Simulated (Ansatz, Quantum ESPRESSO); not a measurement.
Zr and the pressure, program beside program

The cell as given:

It takes space group P6_3/mmc (No. 194, hexagonal). Conventional cell: a = 3.232 Å, b = 3.232 Å, c = 5.147 Å, α = 90.00°, β = 90.00°, γ = 120.00°. Zr (site symmetry -6m2) is surrounded by 12 Zr at 3.18 to 3.23 Å.

Kept alike: task relaxation of cell and atoms; functional PBEsol; k mesh 9 × 9 × 5; occupations fermi-dirac, width 0.05 eV; no spin polarisation. The mesh is that of the run's cell of 2 atoms. No spin-orbit coupling.

- A: Ansatz, Ansatz PAW, made for PBE, cutoff 420 eV
- B: Quantum ESPRESSO, GBRV 1.5 PBEsol, cutoff 707 eV

| pressure (GPa) | A: volume (Å³/atom) | B: volume (Å³/atom) |
| --- | --- | --- |
| 0 | 22.466 | 22.462 |
| 2 | 22.031 | 22.030 |
| 5 | 21.434 | 21.427 |
| 10 | 20.541 | 20.535 |

Values on potentials made for another functional: all of A. Values hold for each row's relaxed cell, which stops near the pressure aimed at. Ansatz's stress holds its Pulay term. The runs follow the start's structure, whether or not it is the stable one at these pressures. For a metal such a mesh leaves the last digits unconverged.

How large is the effect of the pressure, and do the programs agree on it?

From 0 to 10 GPa the volume moves by -1.925 in A, -1.927 in B (Å³/atom). Row by row the programs differ by 0.001 to 0.007, and over this span the shifts, as printed, agree within 1 %.

Compression shrinks hcp zirconium steadily, but each further GPa removes less volume than the one before, so the metal stiffens as it is squeezed. The Quantum ESPRESSO column shows this by itself, from 22.462 Å³/atom at zero pressure to 20.535 at 10 GPa, and the other program follows the same curve.

The equilibrium volume of an early transition metal balances the pull of a partly filled d band, whose states are mostly bonding, against the kinetic energy of the sp electrons and the repulsion from the ion cores. The repulsive part climbs faster as the atoms approach, which accounts for the growing resistance. Pressure also raises the sp states relative to the d band and so probably moves some charge into d states. In zirconium this transfer is commonly linked to the transformation to the omega phase under moderate pressure, where the real metal's volume drops in a step that a smooth hcp curve lacks.

Because both programs use the same functional, their close agreement says little about how accurate the volumes are against experiment.
